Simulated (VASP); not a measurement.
The system is LiCl.

```
Cl Li
1.0
     0.00000    2.56477    2.56477
     2.56477    0.00000    2.56477
     2.56477    2.56477    0.00000
Cl Li
1 1
Cartesian
  2.5648 2.5648 2.5648
  0.0000 0.0000 0.0000
```

Base run:

```yaml
Program: VASP 6.6.1
Functional: PBE0
Potentials_or_basis: VASP PAW PBE potentials, release 64 (Cl, Li_sv)
Cutoff: 520 eV
k_mesh: 6 × 6 × 6
Occupations: gaussian, width 0.02 eV
Spin: no spin polarisation
```

Its results: band gap on the k mesh 8.45 eV, direct.

The run is repeated on the same cell with these changes: functional from PBE0 to HSE03. What comes out?

Band gap on the k mesh 7.49 eV, direct.
